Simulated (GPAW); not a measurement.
# Collinear magnetic orders of Ni3 Cu5 Ni3 111 with GPAW, part 2 of 2

Does Ni3 Cu5 Ni3 111 prefer parallel or opposed moments, or none?

GPAW 26.7.0; PBE; plane waves with GPAW's PAW setups, scalar-relativistic.

So far. Step 2 (Run 1 (ferro ++++++)): After 71 cycles the largest moment stands at 0.749 μB.

## (3) Order 2, typed as antiferro +++---

Reversing part of the moments tests the sign of the couplings between them.

order2.py

```python
import json
import numpy as np
from ase import Atoms
from ase.parallel import paropen, parprint
from gpaw import GPAW

atoms = Atoms(['Ni', 'Ni', 'Ni', 'Cu', 'Cu', 'Cu', 'Cu', 'Cu', 'Ni', 'Ni', 'Ni'],
    cell=[[2.556191, 0.0, 0.0],
         [-1.278096, 2.213726, 0.0],
         [0.0, 0.0, 32.057584]],
    scaled_positions=[[0.0, 0.0, 0.187163],
         [0.333333, 0.666667, 0.24725],
         [0.666667, 0.333333, 0.307337],
         [0.0, 0.0, 0.369904],
         [0.333333, 0.666667, 0.434952],
         [0.666667, 0.333333, 0.5],
         [0.0, 0.0, 0.565048],
         [0.333333, 0.666667, 0.630096],
         [0.666667, 0.333333, 0.692663],
         [0.0, 0.0, 0.75275],
         [0.333333, 0.666667, 0.812837]],
    pbc=True,
    magmoms=[0.8, 0.8, 0.8, 0.0, 0.0, 0.0, 0.0, 0.0, -0.8, -0.8, -0.8])
atoms.calc = GPAW(mode={'name': 'pw', 'ecut': 450},
    xc='PBE',
    kpts={'size': (20, 20, 1), 'gamma': True},
    occupations={'name': 'fermi-dirac', 'width': 0.05},
    convergence={'density': 1e-05, 'energy': 1e-05},
    maxiter=200,
    mixer={'name': 'pulay', 'beta': 0.03, 'nmaxold': 8, 'weight': 100},
    symmetry={'tolerance': 1e-4},
    txt='order2.txt')
e = atoms.get_potential_energy(force_consistent=True)
res = {'free_energy': e, 'energy_sigma0': atoms.get_potential_energy(), 'fermi_energy': atoms.calc.get_fermi_level()}
res['moments'] = atoms.get_magnetic_moments().tolist()
res['total'] = atoms.get_magnetic_moment()
parprint('site moments (muB):', np.round(res['moments'], 3))
parprint(f"total moment: {res['total']:.3f} muB")
parprint(f'free energy: {e:.6f} eV')
atoms.calc.write('order2.gpw')
with paropen('results.json', 'w') as f:
    json.dump(res, f)
```

Launch:

```console
$ OMP_NUM_THREADS=1 mpirun -n 4 gpaw python order2.py > order2.log
```

Numbers of over 12 decimals in the logs are rounded to 6 here.

What it wrote:

```text
site moments (muB): [ 0.754  0.725  0.494 -0.001 -0.002 -0.     0.002  0.001 -0.494 -0.725
 -0.754]
total moment: -0.000 muB
free energy: -60.229108 eV

--- order2.txt ---
Input parameters:
  mode=PW(ecut=450),
  convergence={'density': 1e-05, 'energy': 1e-05},
  kpts=MonkhorstPack(size=(20, 20, 1), gamma=True),
  maxiter=200,
  mixer=Pulay(name='pulay', nmaxold=8, beta=0.03, weight=100, sigma=0.015, g_ss=None),
  occupations=Occupations(name='fermi-dirac', width=0.05),
  symmetry=Symmetry(tolerance=0.0001),
  xc=XC(name='PBE')

Diagonalizing LCAO Hamiltonian
Converting LCAO to pw mode

        Ni

       Ni

           Ni

        Cu

       Cu

           Cu

        Cu

       Cu

           Ni

        Ni

       Ni

Atoms  # Å, Bohr magnetons
|    | symbol |         x |        y |         z |    initial magnetic moments |
|----|--------|-----------|----------|-----------|-----------------------------|
|  0 |     Ni |  0.000000 | 0.000000 |  5.999994 | ( 0.0000,  0.0000,  0.8000) |
|  1 |     Ni | -0.000002 | 1.475818 |  7.926238 | ( 0.0000,  0.0000,  0.8000) |
|  2 |     Ni |  1.278097 | 0.737908 |  9.852482 | ( 0.0000,  0.0000,  0.8000) |
|  3 |     Cu |  0.000000 | 0.000000 | 11.858229 | ( 0.0000,  0.0000,  0.0000) |
|  4 |     Cu | -0.000002 | 1.475818 | 13.943510 | ( 0.0000,  0.0000,  0.0000) |
|  5 |     Cu |  1.278097 | 0.737908 | 16.028792 | ( 0.0000,  0.0000,  0.0000) |
|  6 |     Cu |  0.000000 | 0.000000 | 18.114074 | ( 0.0000,  0.0000,  0.0000) |
|  7 |     Cu | -0.000002 | 1.475818 | 20.199355 | ( 0.0000,  0.0000,  0.0000) |
|  8 |     Ni |  1.278097 | 0.737908 | 22.205102 | ( 0.0000,  0.0000, -0.8000) |
|  9 |     Ni |  0.000000 | 0.000000 | 24.131346 | ( 0.0000,  0.0000, -0.8000) |
| 10 |     Ni | -0.000002 | 1.475818 | 26.057590 | ( 0.0000,  0.0000, -0.8000) |

Unit cell  # Å
| periodic |         x |        y |         z |   lengths |     angles |
|----------|-----------|----------|-----------|-----------|------------|
|      yes |  2.556191 | 0.000000 |  0.000000 |  2.556191 |  90.000000 |
|      yes | -1.278096 | 2.213726 |  0.000000 |  2.556191 |  90.000000 |
|      yes |  0.000000 | 0.000000 | 32.057584 | 32.057584 | 120.000014 |

Number of symmetries: 6

BZ-sampling:
  Number of BZ points: 400
  Number of IBZ points: 44

  Monkhorst-Pack size: [20, 20, 1]
  Monkhorst-Pack shift: [0.025, 0.025, 0.0]

Plane wave coefficients: 4029
Cutoff: 450.000000 eV

Spin-components: 2 (collinear spins)
Bands:           95
Projectors:      66
Spin-degeneracy: 1
Datatype:        complex128

Parallelization:
  kpt:    4
  domain: 1
  band:   1

Density:
  Valence electrons: 151.0
  Components: 2
  Grid points: [ 14  14 160]
  Charge: 0.0  # |e|

Potential:
  Grid points: [ 14  14 160]

[... setups left out ...]
Reference energy: -473315.249889  # eV

eigensolver:
  PPCG
  Converge bands: occupied
  niter=2

density mixing:
  Pulay-Mixer
  Linear mixing parameters: 0.03
  Old densities: 8
  Fourier metric: weight=100, sigma=0.015

occupation numbers:
  Fermi-Dirac:
    width: 0.0500  # eV

poisson solver:
  ecut: 3600.000000  # eV

xc functional:
  name: PBE with 2 nearest neighbor stencil

convergence criteria:
- Maximum integral of absolute [dens]ity change: 1e-05 electrons / valence electron
- Maximum [total energy] change in last 3 cyles: 1e-05 eV / valence electron
- Maximum integral of absolute [eigenst]ate change: 4e-08 eV^2 / valence electron
maximum number of iterations: 200

SCF iterations
|iter     |      energy | eigst |  dens |  magmom |
|---------|-------------|-------|-------|---------|
|iter:   1|       0s |  -91.215566 | +0.59 |       |  +0.0000|
|iter:   2|      18s | -253.195033 | +1.41 | -0.72 |  +0.0000|
|iter:   3|      36s |  -70.176095 | +0.11 | -0.54 |  +0.0000|
|iter:   4|      53s |  -63.524648 | -0.95 | -0.99 |  -0.0005|
|iter:   5|      71s |  -66.651541 | -1.68 | -1.20 |  +0.0169|
|iter:   6|      88s |  -61.858171 | -1.83 | -1.01 |  +0.0130|
|iter:   7|     106s |  -61.215436 | -1.77 | -1.22 |  +0.0383|
|iter:   8|     123s |  -60.730863 | -2.44 | -1.30 |  +0.0315|
|iter:   9|     141s |  -60.332596 | -1.72 | -1.38 |  +0.0186|
|iter:  10|     158s |  -60.124200 | -2.39 | -1.45 |  +0.0193|
[... 47 iterations left out ...]
|iter:  58|     939s |  -60.181535c| -8.17c| -4.58 |  +0.0001|
|iter:  59|     947s |  -60.181534c| -7.95c| -4.60 |  +0.0001|
|iter:  60|     955s |  -60.181533c| -8.20c| -4.64 |  +0.0001|
|iter:  61|     963s |  -60.181534c| -8.21c| -4.67 |  +0.0001|
|iter:  62|     977s |  -60.181531c| -7.54c| -4.71 |  +0.0000|
|iter:  63|     986s |  -60.181531c| -7.71c| -4.81 |  +0.0000|
|iter:  64|     994s |  -60.181531c| -8.00c| -4.86 |  +0.0000|
|iter:  65|    1002s |  -60.181531c| -8.33c| -4.88 |  +0.0000|
|iter:  66|    1010s |  -60.181530c| -7.49c| -4.90 |  +0.0000|
|iter:  67|    1019s |  -60.181531c| -7.93c| -5.08c|  -0.0000|

Converged in 67 steps
Energy contributions relative to reference atoms: (reference = -473315.249889)

Energy contributions:
  Kinetic:         -26.835368
  Coulomb:          23.610021
  Zero:              1.358127
  External:          0.000000
  Xc:              -58.266735
  Entropy:          -0.095154
  Spinorbit:         0.000000
  ----------------------------
  Free energy:     -60.229108
  Extrapolated:    -60.181531

dipole moment: (-12.724073, -17.584562, -0.000008)  # |e|*Ang

Total magnetic moment: (0.000000, 0.000000, -0.000006)

Local magnetic moments
|        x |        y |         z |
|----------|----------|-----------|
| 0.000000 | 0.000000 |  0.753831 |  # Ni   0
| 0.000000 | 0.000000 |  0.724551 |  # Ni   1
| 0.000000 | 0.000000 |  0.494299 |  # Ni   2
| 0.000000 | 0.000000 | -0.001246 |  # Cu   3
| 0.000000 | 0.000000 | -0.001553 |  # Cu   4
| 0.000000 | 0.000000 | -0.000001 |  # Cu   5
| 0.000000 | 0.000000 |  0.001551 |  # Cu   6
| 0.000000 | 0.000000 |  0.001247 |  # Cu   7
| 0.000000 | 0.000000 | -0.494293 |  # Ni   8
| 0.000000 | 0.000000 | -0.724549 |  # Ni   9
| 0.000000 | 0.000000 | -0.753837 |  # Ni  10

Fermi level: 4.163
Eigenvalues  # (at kpt = [-0.000, -0.000, 0.000])
| band index |      eig [eV] | occ [0-1] |      eig [eV] | occ [0-1] |
|------------|---------------|-----------|---------------|-----------|
|          0 |       -60.109 |     1.000 |       -60.109 |     1.000 |
|        ... |               |           |               |           |
|         73 |         3.147 |     1.000 |         3.147 |     1.000 |
|         74 |         3.148 |     1.000 |         3.148 |     1.000 |
|         75 |         3.500 |     1.000 |         3.500 |     1.000 |
|         76 |         3.500 |     1.000 |         3.500 |     1.000 |
|         77 |         3.535 |     1.000 |         3.535 |     1.000 |
|         78 |         3.535 |     1.000 |         3.536 |     1.000 |
|         79 |         3.769 |     1.000 |         3.769 |     1.000 |
|         80 |         3.769 |     1.000 |         3.769 |     1.000 |
|         81 |         4.310 |     0.050 |         4.310 |     0.050 |
|         82 |         4.330 |     0.034 |         4.330 |     0.034 |
|         83 |         4.330 |     0.034 |         4.330 |     0.034 |
|         84 |         4.389 |     0.011 |         4.389 |     0.011 |
|         85 |         8.696 |     0.000 |         8.696 |     0.000 |
|         86 |         9.167 |     0.000 |         9.167 |     0.000 |
|         87 |         9.362 |     0.000 |         9.362 |     0.000 |
|         88 |        11.129 |     0.000 |        11.129 |     0.000 |
|        ... |               |           |               |           |
|         94 |        18.483 |     0.000 |        18.483 |     0.000 |

No gap
No difference between direct/indirect transitions
```

Run time: 18 min. Hardware: 4 MPI ranks of Arm Neoverse V1, shared host; peak memory 1.6 GiB.

Spin moment in the augmentation sphere by atom:

```csv
atom,spin moment in the augmentation sphere (μB)
Ni1,0.754
Ni2,0.725
Ni3,0.494
Cu4,-0.001
Cu5,-0.002
Cu6,0.000
Cu7,0.002
Cu8,0.001
Ni9,-0.494
Ni10,-0.725
Ni11,-0.754
```

This step gave:

```
magnetization : 0 μB
final state   : antiferromagnetic
```

It lies 0.441 meV a seeded atom under the first start, and its largest moment is 0.754 μB against 0.749 μB.

## (4) Ranking

These are free energies at a smearing of 0.05 eV, so its entropy term is in the differences. They are divided by the number of seeded atoms, so that cells of unlike size compare.

Orders:

```
           start        final state  typed order kept  energy over the lowest (meV a seeded atom)  largest site moment (μB)  net moment (μB a primitive cell)  mesh matched  CPU time (s)
    ferro ++++++      ferromagnetic               yes                                      0.4409                    0.7487                             3.643           yes          4673
antiferro +++---  antiferromagnetic               yes                                           0                    0.7538                                 0           yes          4208
```

## (5) What came out

- lowest state found: antiferromagnetic (typed antiferro +++---)
- largest site moment: 0.754 μB
- next state: ferromagnetic, 0.441 meV a seeded atom higher

What this shows: The lowest state found is antiferromagnetic, reached from the start antiferro +++---, with moments up to 0.754 μB. The two lowest states lie so close that the mesh, the functional or spin–orbit coupling could swap them. Only 2 starts are shown; other collinear patterns, canted and longer-period orders are not.

[Logs and program files are shortened in this print: banners, set-up blocks, solver, clock and traceback lines can be left out without a mark of their own.]

[Logs are printed without paths, hosts, clocks, repeated set-up lines and the standing remarks that a program may print on its own settings, such as how far it seeks lower states.]

[Hosts, paths, dates, database ids (printed as entryN), source tags and the programs' standing remarks are cut or masked in the printed files.]

[Where a cell is said to come from a database of computed structures, the database is the Materials Project.]
